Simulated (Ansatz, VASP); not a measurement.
# One calculation of Sb, two programs

The input INCAR:

```
  ALGO = Normal
  EDIFF = 1E-6
  EDIFFG = -0.01
  ENCUT = 600
  GGA = PE
  IBRION = 2
  ISIF = 4
  ISMEAR = 0
  LASPH = T
  LCHARG = F
  LREAL = F
  LWAVE = F
  NELM = 100
  NSW = 50
  PREC = Accurate
  SIGMA = 0.1
```

Contents of KPOINTS:

```
k-points
0
Gamma
  12 12 12
```

The input POSCAR:

```
Sb
1.0
    2.2094674656      1.2756366360      3.8809193141
   -2.2094674656      1.2756366360      3.8809193141
    0.0000000000     -2.5512732721      3.8809193141
Sb
2
Direct
    0.2327487024      0.2327487024      0.2327487024
    0.7672512976      0.7672512976      0.7672512976
```

Input for Ansatz:

```yaml
crystal:
  lattice:
    - [2.2094674656, 1.275636636, 3.8809193141]
    - [-2.2094674656, 1.275636636, 3.8809193141]
    - [0.0, -2.5512732721, 3.8809193141]
  atoms:
    - { symbol: Sb, position: [0.2327487024, 0.2327487024, 0.2327487024] }
    - { symbol: Sb, position: [0.7672512976, 0.7672512976, 0.7672512976] }
basis:
  ecutwfc: 420
kpoints:
  mp_grid: { grid: [12, 12, 12] }
hamiltonian:
  xc: pbe
scf:
  occupations: { method: gaussian, width: 0.1 }
output:
  forces: true
  stress: true
  eigenvalues: true
relax:
  adjacent_minimum: "off"
  f_tol: 0.01
  max_steps: 30
  cell: { stress_tol: 0.1, fix: [volume] }
```

Alike in both runs: task relaxation of shape and atoms at fixed volume; functional PBE; k mesh 12 × 12 × 12; occupations gaussian, width 0.1 eV; no spin polarisation.

|  | VASP | Ansatz |
| --- | --- | --- |
| version | VASP 6.6.1 | Ansatz 0.2.0 |
| potentials or method | VASP PAW PBE potentials, release 64 (Sb) | scalar-relativistic, plane waves, PAW |
| plane-wave cutoff (eV) | 600 | 420 |
| valence electrons in the cell | 10 | 30 |

Ansatz gave:

- gap on the k mesh at the Fermi level, each at its own relaxed structure (eV): none
- relaxed volume (Å³/atom): 32.81
- relaxed cell length with the largest relative difference (Å): 4.680
- energy change over the relaxation (meV/atom): -2

**Question.** Which values does VASP return?

**Answer.** gap on the k mesh at the Fermi level, each at its own relaxed structure (eV): none; relaxed volume (Å³/atom): 32.81; relaxed cell length with the largest relative difference (Å): 4.670; energy change over the relaxation (meV/atom): -1.

A gap of «none» marks a metal or a gap that the smearing closes. The two sets of potentials don't hold the same shells in valence.

The runs have no spin-orbit coupling, so splittings on Sb are missing.
